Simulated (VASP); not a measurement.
# MoS2 (R3m) in VASP: a series of runs, part 2 of 2

VASP 6.6.1. Earlier steps stand in the parts before.

### Step 4. Single point, PBE

Input file INCAR:

```
PREC     = Accurate       # precision mode
ENCUT    = 350            # plane-wave cutoff, eV
EDIFF    = 1E-7           # SCF threshold, eV
ISMEAR   = 0              # smearing method
SIGMA    = 0.05           # smearing width, eV
LREAL    = F              # projectors in reciprocal space
LASPH    = T              # aspherical terms in the spheres
NELM     = 100            # most SCF steps
ALGO     = Normal         # electronic algorithm
ISIF     = 2              # what is computed and relaxed
LWAVE    = F              # write WAVECAR
LCHARG   = F              # write CHGCAR
GGA      = PE             # functional
ADDGRID  = F
```

Input file KPOINTS:

```
Automatic mesh
0
Gamma
  6 6 6
```

Input file POSCAR:

```
MoS2
1.0
    1.5800000000      0.9122134253      6.1500000000
   -1.5800000000      0.9122134253      6.1500000000
    0.0000000000     -1.8244268506      6.1500000000
Mo S
1 2
Direct
    0.0000000000      0.0000000000      0.0000000000
    0.4170000000      0.4170000000      0.4170000000
    0.2500000000      0.2500000000      0.2500000000
```

Run with:

```bash
cat potpaw_PBE.64/Mo_sv/POTCAR potpaw_PBE.64/S/POTCAR > POTCAR
mpirun -np 1 vasp_std > vasp.out
```

It took 47 s on 1 thread of Intel Xeon Platinum 8488C (Sapphire Rapids), shared host; peak memory 0.22 GiB.

These settings aren't checked as converged: the numbers below hold their error.

Results:

```yaml
Free_energy: -21.7821 eV
Pressure: 4.7 GPa
Largest_force: 0.518 eV/Å
Band_gap_on_the_k_mesh: 0.94 eV, indirect (least direct gap 1.71 eV)
```

### Step 5. Single point, PBE

INCAR, as its differences from that of step 4:

```diff
@@ -1,3 +1,3 @@
 PREC     = Accurate       # precision mode
-ENCUT    = 350            # plane-wave cutoff, eV
+ENCUT    = 400            # plane-wave cutoff, eV
 EDIFF    = 1E-7           # SCF threshold, eV
```

KPOINTS is that of step 4.

POSCAR is that of step 4.

Potentials or basis: VASP PAW PBE potentials, release 64 (Mo_sv, S).

Run with:

```bash
cat potpaw_PBE.64/Mo_sv/POTCAR potpaw_PBE.64/S/POTCAR > POTCAR
mpirun -np 1 vasp_std > vasp.out
```

OUTCAR:

```text
PREC = Accurate
   ENCUT = 400
   EDIFF = 1E-7
   ISMEAR = 0
   LREAL = F
   LASPH = T
   NELM = 100
   ISIF = 2
   GGA = PE

 Found     32 irreducible k-points:

 Following reciprocal coordinates:
            Coordinates               Weight
  0.000000  0.000000  0.000000      1.000000
  0.166667  0.000000  0.000000      6.000000
  0.333333  0.000000  0.000000      6.000000
  0.500000  0.000000  0.000000      3.000000
  0.166667  0.166667  0.000000      6.000000
  0.333333  0.166667  0.000000     12.000000
   k-points           NKPTS =     32   k-points in BZ     NKDIM =     32   number of bands    NBANDS=     17
   number of dos      NEDOS =    301   number of ions     NIONS =      3
   total plane-waves  NPLWV =  74088
   dimension x,y,z NGX =    42 NGY =   42 NGZ =   42
   dimension x,y,z NGXF=    84 NGYF=   84 NGZF=   84
   ions per type =               1   2
   NGX,Y,Z   is equivalent  to a cutoff of  10.88, 10.88, 10.88 a.u.
   NGXF,Y,Z  is equivalent  to a cutoff of  21.77, 21.77, 21.77 a.u.
 SYSTEM =  unknown system
   PREC   = accura    normal or accurate (medium, high low for compatibility)
   ISTART =      0    job   : 0-new  1-cont  2-samecut
   ICHARG =      2    charge: 1-file 2-atom 10-const
   ISPIN  =      1    spin polarized calculation?
   LNONCOLLINEAR =      F non collinear calculations
   LSORBIT =      F    spin-orbit coupling
   LASPH  =      T    aspherical Exc in radial PAW
   ENCUT  =  400.0 eV  29.40 Ry    5.42 a.u.  10.46 10.46 10.46*2*pi/ulx,y,z
   NELM   =    100;   NELMIN=  2; NELMDL= -5     # of ELM steps
   EDIFF  = 0.1E-06   stopping-criterion for ELM
   LREAL  =      F    real-space projection
   EDIFFG = 0.1E-05   stopping-criterion for IOM
   NSW    =      0    number of steps for IOM
   IBRION =     -1    ionic relax: 0-MD 1-quasi-New 2-CG
   NFREE  =      0    steps in history (QN), initial steepest desc. (CG)
   ISIF   =      2    stress and relaxation
   ISYM   =      2    0-nonsym 1-usesym 2-fastsym
   POTIM  = 0.5000    time-step for ionic-motion
   TEBEG  =    0.0;   TEEND  =   0.0 temperature during run
   PSTRESS=    0.0 pullay stress
   NELECT =      26.0000    total number of electrons
   NUPDOWN=      -1.0000    fix difference up-down
   EMIN   =  10.00;   EMAX   =-10.00  energy-range for DOS
   EFERMI =   0.00;   METHOD = LEGACY
   ISMEAR =     0;   SIGMA  =   0.05  broadening in eV -4-tet -1-fermi 0-gaus
   EFERMI_NEDOS =   21; number of points for ismear=-14 and -15
   IALGO  =     38    algorithm
   IMIX   =      4    mixing-type and parameters
     AMIX     =   0.40;   BMIX     =  1.00
     AMIX_MAG =   1.60;   BMIX_MAG =  1.00
  volume/ion in A,a.u.               =      17.73       119.63
  Fermi-wavevector in a.u.,A,eV,Ry     =   1.289652  2.437089 22.629252  1.663203
  Thomas-Fermi vector in A             =   2.421532
   LORBIT       =      0    0 simple, 1 ext, 2 COOP (PROOUT), +10 PAW based schemes
   GGA     = PE    functional components
   LHFCALC =     F    Hartree Fock is set to
   AEXX    =    0.0000 exact exchange contribution
   IVDW    =     0    specifies the selected vdW correction
   LEPSILON=     F    determine dielectric tensor
   LRPA    =     F    only Hartree local field effects (RPA)
 non-spin polarized calculation
 Gauss-broadening in eV      SIGMA  =   0.05
  energy-cutoff  :      400.00
  volume of cell :       53.18
 maximum number of plane-waves:       976
 NGX is ok and might be reduce to    42
   NGX = 21   NGY = 21   NGZ = 21

 number of electron      25.9999993 magnetization

 Free energy of the ion-electron system (eV)
  ---------------------------------------------------
  ext. energy  EPLUGINS =         0.00000000
  ---------------------------------------------------
  free energy    TOTEN  =       -21.78582101 eV

  energy without entropy =      -21.78582101  energy(sigma->0) =      -21.78582101

 E-fermi :   8.0384     XC(G=0): -10.8261

 val. band max:        7.6566604298   @ k =   0.5000   0.5000   0.5000
 cond. band min:       8.5966670789   @ k =  -0.1667   0.5000   0.1667
 fundamental gap:      0.9400066492
 Fermi energy:         8.0384312134

 k-point     1 :       0.0000    0.0000    0.0000
  band No.  band energies     occupation
      1     -53.9031      2.00000
      2     -28.0749      2.00000
      3     -27.8435      2.00000
      4     -27.8435      2.00000
      5      -7.4611      2.00000
      6      -5.7412      2.00000
[... 9 lines left out ...]
     16      10.1048      0.00000
     17      10.1048      0.00000

 k-point     2 :       0.1667    0.0000    0.0000
  band No.  band energies     occupation
      1     -53.8927      2.00000
      2     -28.0541      2.00000
      3     -27.9473      2.00000
      4     -27.8669      2.00000
      5      -7.0428      2.00000
      6      -5.6155      2.00000
[... 9 lines left out ...]
     16       9.7715      0.00000
     17      10.2908      0.00000

 k-point     3 :       0.3333    0.0000    0.0000
  band No.  band energies     occupation
      1     -53.8718      2.00000
      2     -28.1505      2.00000
      3     -28.0124      2.00000
      4     -27.9139      2.00000
      5      -6.0609      2.00000
      6      -5.3260      2.00000
[... 9 lines left out ...]
     16      10.7619      0.00000
     17      10.9813      0.00000

 k-point     4 :       0.5000    0.0000    0.0000
  band No.  band energies     occupation
      1     -53.8613      2.00000
      2     -28.2498      2.00000
      3     -27.9915      2.00000
      4     -27.9373      2.00000
      5      -5.4397      2.00000
      6      -5.1623      2.00000
[... 9 lines left out ...]
     16      11.1459      0.00000
     17      11.1604      0.00000

 k-point     5 :       0.1667    0.1667    0.0000
  band No.  band energies     occupation
      1     -53.8927      2.00000
      2     -28.0540      2.00000
      3     -27.9472      2.00000
      4     -27.8670      2.00000
      5      -7.0260      2.00000
      6      -5.6446      2.00000
[... 9 lines left out ...]
     16       9.7867      0.00000
     17      10.3590      0.00000

 k-point     6 :       0.3333    0.1667    0.0000
  band No.  band energies     occupation
      1     -53.8770      2.00000
      2     -28.0813      2.00000
      3     -28.0229      2.00000
      4     -27.9218      2.00000
      5      -6.3057      2.00000
      6      -5.4394      2.00000
[... 9 lines left out ...]
     16       9.9513      0.00000
     17      11.2902      0.00000

 [... further k-points ...]

------------------------ aborting loop because EDIFF is reached ----------------------------------------

  FORCE on cell =-STRESS in cart. coord.  units (eV):
  Direction    XX          YY          ZZ          XY          YZ          ZX
  --------------------------------------------------------------------------------------
  -------------------------------------------------------------------------------------
  Total        1.3707130      1.3707130      2.1638464      0.0000000      0.0000000     -0.0000000
  in kB       41.2930740     41.2930740     65.1864138      0.0000000      0.0000000     -0.0000000
  external PRESSURE =      49.2575206 kB  Pullay stress =       0.0000000 kB

 VOLUME and BASIS-vectors are now :
 -----------------------------------------------------------------------------
  energy-cutoff  :      400.00
  volume of cell :       53.18
      direct lattice vectors                 reciprocal lattice vectors
     1.580000000  0.912213425  6.150000000     0.316455696  0.182705781  0.054200542
    -1.580000000  0.912213425  6.150000000    -0.316455696  0.182705781  0.054200542
     0.000000000 -1.824426851  6.150000000     0.000000000 -0.365411563  0.054200542

 POSITION                                       TOTAL-FORCE (eV/Angst)
 -----------------------------------------------------------------------------------
      0.00000      0.00000      0.00000         0.000000      0.000000      0.086295
      0.00000      0.00000      7.69365         0.000000      0.000000      0.428973
      0.00000      0.00000      4.61250         0.000000     -0.000000     -0.515268
 -----------------------------------------------------------------------------------
    total drift:                               -0.000000     -0.000000      0.000076

  FREE ENERGIE OF THE ION-ELECTRON SYSTEM (eV)
  ---------------------------------------------------
  free  energy   TOTEN  =       -21.7858210050 eV

  energy  without entropy=      -21.7858210050  energy(sigma->0) =      -21.78582101
```

Run time: 61 s. Hardware: 1 thread of Intel Xeon Platinum 8488C (Sapphire Rapids), shared host; peak memory 0.24 GiB.

The run converged, but some of its settings lie outside the range that counts as converged, so its numbers aren't taken as properties of the crystal.

What came out:

| Item | Value |
| --- | --- |
| Free energy | -21.7858 eV |
| Pressure | 4.9 GPa |
| Largest force | 0.515 eV/Å |
| Band gap on the k mesh | 0.94 eV, indirect (least direct gap 1.71 eV) |

### Step 6. Single point, PBE

INCAR, as its differences from that of step 5:

```diff
@@ -4,3 +4,3 @@
 ISMEAR   = 0              # smearing method
-SIGMA    = 0.05           # smearing width, eV
+SIGMA    = 0.5            # smearing width, eV
 LREAL    = F              # projectors in reciprocal space
```

KPOINTS is that of step 5.

POSCAR is that of step 5.

Potentials or basis: VASP PAW PBE potentials, release 64 (Mo_sv, S).

Run with:

```bash
cat potpaw_PBE.64/Mo_sv/POTCAR potpaw_PBE.64/S/POTCAR > POTCAR
mpirun -np 1 vasp_std > vasp.out
```

Wall time 57 s (1 thread of Intel Xeon Platinum 8488C (Sapphire Rapids), shared host); peak memory 0.24 GiB.

The run converged, but some of its settings lie outside the range that counts as converged, so its numbers aren't taken as properties of the crystal.

What came out:

```yaml
Free_energy: -21.7875 eV
Pressure: 4.9 GPa
Largest_force: 0.507 eV/Å
Band_gap_on_the_k_mesh: 0.94 eV, indirect (least direct gap 1.71 eV)
```

### Step 7. The reference run

An earlier run on the cell as given: functional PBE; potentials or basis VASP PAW PBE potentials, release 64 (Mo_sv, S); cutoff 520 eV; k mesh 10 × 10 × 10; occupations fermi-dirac, width 0.05 eV; no spin polarisation.

* Pressure: 5.2 GPa
* Largest force: 0.506 eV/Å
* Band gap on the k mesh: 0.97 eV, indirect (least direct gap 1.96 eV)
